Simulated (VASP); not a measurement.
Set up this calculation in VASP 6.6.1, as the native input.

```
Task                   : single point
Functional             : PBE
Potentials or basis    : VASP PAW PBE potentials, release 64 (Co, Si)
Cutoff                 : 520 eV
k mesh                 : 12 × 12 × 12
Occupations            : gaussian, width 0.03 eV
Spin                   : no spin polarisation
Dipole correction      : no
Further INCAR settings : ALGO = Fast; EDIFF = 1e-06; NBANDS = 36
```

The structure of CoSi lies in POSCAR:

```
CoSi
1.0
    4.4380000000      0.0000000000      0.0000000000
    0.0000000000      4.4380000000      0.0000000000
    0.0000000000      0.0000000000      4.4380000000
Co Si
4 4
Direct
    0.1400000000      0.1400000000      0.1400000000
    0.3600000000      0.8600000000      0.6400000000
    0.6400000000      0.3600000000      0.8600000000
    0.8600000000      0.6400000000      0.3600000000
    0.8430000000      0.8430000000      0.8430000000
    0.6570000000      0.1570000000      0.3430000000
    0.3430000000      0.6570000000      0.1570000000
    0.1570000000      0.3430000000      0.6570000000
```

One way to write it, as run:

INCAR

```
SYSTEM = CoSi
  PREC = Accurate
  ENCUT = 520
  EDIFF = 1E-6
  ISMEAR = 0
  SIGMA = 0.03
  LREAL = .False.
  LASPH = .True.
  NELM = 60
  ALGO = Fast
  ISIF = 2
  LWAVE = .False.
  LCHARG = .True.
  GGA = PE
  LELF = .True.
  LVHAR = .True.
  NBANDS = 36
```

KPOINTS

```
Automatic mesh
0
Gamma
  12 12 12
  0 0 0
```

Potentials or basis: VASP PAW PBE potentials, release 64 (Co, Si).

Command:

```sh
$ cat potpaw_PBE.64/Co/POTCAR potpaw_PBE.64/Si/POTCAR > POTCAR
$ mpirun -np 1 vasp_std > vasp.out
```

Results of the run:

- Pressure: -0.8 GPa
- Largest force: 0.273 eV/Å
- Band gap on the k mesh: none (metal or under the smearing width)

Run time: 10 min on 1 thread of AMD EPYC 7R13 Processor (Zen 3) (shared host), peak memory 0.38 GiB.
